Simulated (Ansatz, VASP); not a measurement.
# InP in VASP and in Ansatz

```
CELL_PARAMETERS angstrom
0.00000 2.97989 2.97989
2.97989 0.00000 2.97989
2.97989 2.97989 0.00000
ATOMIC_POSITIONS crystal
In 0.00000 0.00000 0.00000
P 0.75000 0.75000 0.75000
```

Alike in both runs: functional PBE; k mesh 10 × 10 × 10; occupations gaussian, width 0.02 eV; no spin polarisation.

Ansatz relaxed the structure, and its values are those at the end. VASP's run is a single point on that final structure, the one shown.

|  | VASP | Ansatz |
| --- | --- | --- |
| version | VASP 6.6.1 | Ansatz 0.2.0 |
| potentials or method | VASP PAW PBE potentials, release 64 (In_d, P) | scalar-relativistic, plane waves, PAW |
| plane-wave cutoff (eV) | 520 | 420 |
| valence electrons in the cell | 18 | 18 |

Ansatz gave:

```
gap on the k mesh at the Fermi level (eV) : 0.44
least direct gap on the mesh (eV)         : 0.44
pressure (GPa)                            : 0.0
```

Problem. Which values does VASP return?

Solution. gap on the k mesh at the Fermi level (eV): 0.44; least direct gap on the mesh (eV): 0.44; pressure (GPa): -0.1.

Caveats: spin-orbit coupling is left out, which moves the levels of the heavy elements.
